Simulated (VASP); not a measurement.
Tb, 1 atom in the cell. The structure is cubic, space group Im-3m (No. 229). Conventional cell: a = 4.020 Å, b = 4.020 Å, c = 4.020 Å, α = 90.00°, β = 90.00°, γ = 90.00°. Tb (site symmetry m-3m) has 8 Tb at 3.48 Å as nearest neighbours. This isn't the form of Tb at room conditions, which is hcp.

| Property | Result |
| --- | --- |
| Program | VASP 6.6.1 |
| Task | single point |
| Functional | PBE |
| Potentials or basis | VASP PAW PBE potentials, release 64 (Tb) |
| Cutoff | 520 eV |
| k mesh | 9 × 9 × 9 |
| Occupations | fermi-dirac, width 0.05 eV |
| Spin | collinear spin, typed start |
| Starting moments | [6.0] μB |
| Dipole correction | no |
| Further INCAR settings | ALGO = Normal; EDIFF = 1e-06; NBANDS = 20 |

Potentials or basis: VASP PAW PBE potentials, release 64 (Tb).

Launch:

```bash
$ cat potpaw_PBE.64/Tb/POTCAR > POTCAR
$ mpirun -np 1 vasp_std > vasp.out
```

Hardware: 1 thread of Intel(R) Xeon(R) Platinum 8259CL CPU @ 2.50GHz (Skylake/Cascade Lake), on a shared host.

Question: Estimate the wall time of this run.

Answer: Wall time 2.6 min on 1 thread of Intel(R) Xeon(R) Platinum 8259CL CPU @ 2.50GHz (Skylake/Cascade Lake) (shared host), peak memory 0.2 GiB. Counts: scf iterations 34, k points 35.
